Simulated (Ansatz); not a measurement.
# PIr3: a trial structure relaxed

Where does PIr3 go from the start given, ReO3 type (Pm-3m, No. 221)?

Method: DFT PBE, scalar-relativistic, plane waves, PAW, in Ansatz 0.2.0.

### Step 1. The system as given

It takes space group Pm-3m (No. 221, cubic). The conventional cell has a = 4.172 Å, b = 4.172 Å, c = 4.172 Å, α = 90.00°, β = 90.00°, γ = 90.00°. P (site symmetry m-3m) has 6 Ir at 2.09 Å as nearest neighbours. Ir (site symmetry 4/mmm) has 2 P at 2.09 Å as nearest neighbours.

As a file:

```cif
data_structure
_symmetry_space_group_name_H-M 'P 1'
_symmetry_Int_Tables_number 1
_cell_length_a 4.1717
_cell_length_b 4.1717
_cell_length_c 4.1717
_cell_angle_alpha 90.000
_cell_angle_beta 90.000
_cell_angle_gamma 90.000
_cell_volume 72.60
loop_
_atom_site_label
_atom_site_type_symbol
_atom_site_fract_x
_atom_site_fract_y
_atom_site_fract_z
_atom_site_occupancy
P1 P 0.00000 0.00000 0.00000 1
Ir1 Ir 0.50000 0.00000 0.00000 1
Ir2 Ir 0.00000 0.50000 0.00000 1
Ir3 Ir 0.00000 0.00000 0.50000 1
```

(A quick probe on a coarse mesh, which set the mesh and smearing, is not shown.)

### Step 3. Rough relaxation on the coarse mesh

File input.yaml:

```yaml
crystal:
  lattice:
    - [4.1717383937, 0.0, 0.0]
    - [0.0, 4.1717383937, 0.0]
    - [0.0, 0.0, 4.1717383937]
  atoms:
    - { symbol: P, position: [0.0, 0.0, 0.0] }
    - { symbol: Ir, position: [0.5, 0.0, 0.0] }
    - { symbol: Ir, position: [0.0, 0.5, 0.0] }
    - { symbol: Ir, position: [0.0, 0.0, 0.5] }
basis:
  ecutwfc: 420
kpoints:
  mp_grid: { grid: [4, 4, 4] }
hamiltonian:
  xc: pbe
scf:
  occupations: { method: gaussian, width: 0.1 }
  lower_state_search: "off"
output:
  forces: true
  stress: true
  eigenvalues: true
relax:
  adjacent_minimum: "off"
  f_tol: 0.04
  max_steps: 70
  cell: { stress_tol: 0.4 }
```

Command:

```
ansatz run input.yaml --threads 1 --pin off --max-ram 2560MiB --backend cpu --events-out ev --progress --plain --runs-dir out
```

Further runs follow: the relaxation.

Before running it: what results should come out?

**Answer**, as computed:

Formation energies count from the elements, computed with the same settings in runs not shown here.

| quantity | value |
| --- | --- |
| cell | a = 4.368 Å, b = 4.368 Å, c = 4.368 Å, α = 90.00°, β = 90.00°, γ = 90.00° |
| space group | Pm-3m (No. 221) |
| volume | 20.83 Å³/atom |
| gap on the mesh | none (metal) |
| formation energy from the elements | +1.079 eV/atom |

The space group stayed Pm-3m, and from the first guess the volume went from 18.15 to 20.83 Å³/atom. The formation energy of +1.08 eV/atom is positive, so the elements lie lower than this structure; another structure of the compound can lie lower. The runs treat Ir without spin-orbit coupling.
